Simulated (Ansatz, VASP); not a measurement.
Rb in VASP and in Ansatz

```
CELL_PARAMETERS angstrom
-2.80600 2.80600 2.80600
2.80600 -2.80600 2.80600
2.80600 2.80600 -2.80600
ATOMIC_POSITIONS crystal
Rb 0.00000 0.00000 0.00000
```

Alike in both runs: task single point; functional PBE; k mesh 12 × 12 × 12; occupations gaussian, width 0.15 eV; no spin polarisation.

|  | VASP | Ansatz |
| --- | --- | --- |
| version | VASP 6.6.1 | Ansatz 0.2.0 |
| potentials or method | VASP PAW PBE potentials, release 64 (Rb_sv) | scalar-relativistic, plane waves, PAW |
| plane-wave cutoff (eV) | 520 | 420 |
| valence electrons in the cell | 9 | 9 |

```csv
,VASP,Ansatz,Ansatz less VASP
gap on the k mesh at the Fermi level (eV),none,none,-
pressure (GPa),0.1,0.1,0.00
```

A gap of «none» marks a metal or a gap that the smearing closes.
